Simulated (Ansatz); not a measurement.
## Stiffness of HgTe from strained cells

```
CELL_PARAMETERS angstrom
0.00000 2.92150 2.92150
2.92150 0.00000 2.92150
2.92150 2.92150 0.00000
ATOMIC_POSITIONS crystal
Hg 0.00000 0.00000 0.00000
Te 0.50000 0.50000 0.50000
```

Atoms are numbered in the order listed.

The geometry is COD entry 1538296, unchecked; take it as a test cell.

Spin–orbit coupling is left out, though it moves levels of the heavy atoms by tenths of an eV or more.

These are results of DFT, PBE, all-electron LAPW, scalar-relativistic (Ansatz 0.2.0), not measurements.

Numerical set-up: a Γ-centred 10×10×10 k mesh, Fermi–Dirac smearing of 0.08 eV, basis error target 1 meV/atom, no spin polarisation.

The unstrained cell is at 10.35 GPa. Large strains and very small stresses are left out. Each strain is applied once, with fractional coordinates held (clamped ions), and σ below is the change of stress, positive in tension. One finite strain gives stress–strain coefficients at this pressure with an error of the order of the strain times third-order constants, a few per cent for each per cent of strain. In a metal the k mesh adds noise of tens of per cent to soft shears.

Task: With x and y strained by -2 %, z held, the run gives σxx = -5.57 GPa, σzz = -2.12 GPa and εxx = εyy = -0.0200. Which stiffness follows?

Result: C12 = σzz/(2εxx) = 53 GPa and C11 + C12 = σxx/εxx = 278 GPa.

Task: Estimate the stiffness probed by this change, and the stress that it gives: equal xy, yz and zx engineering shear strains of +1 %.

Result: σxy = 0.17 GPa and γxy = 2εxy = 0.0100, so C44 (clamped ions) = σxy/γxy = 17 GPa.

Task: Estimate the stiffness probed by this change, and the stress that it gives: equal xy, yz and zx engineering shear strains of -1 %.

Result: σxy = -0.16 GPa and γxy = 2εxy = -0.0100, so C44 (clamped ions) = σxy/γxy = 16 GPa.

Task: What do those two numbers (x and y strained by -2 %, z held) give for C11, and is the cell stable to tetragonal shear?

Result: C11 = 278 − 53 = 225 GPa and C11 − C12 = 172 GPa: positive, so stable to it.
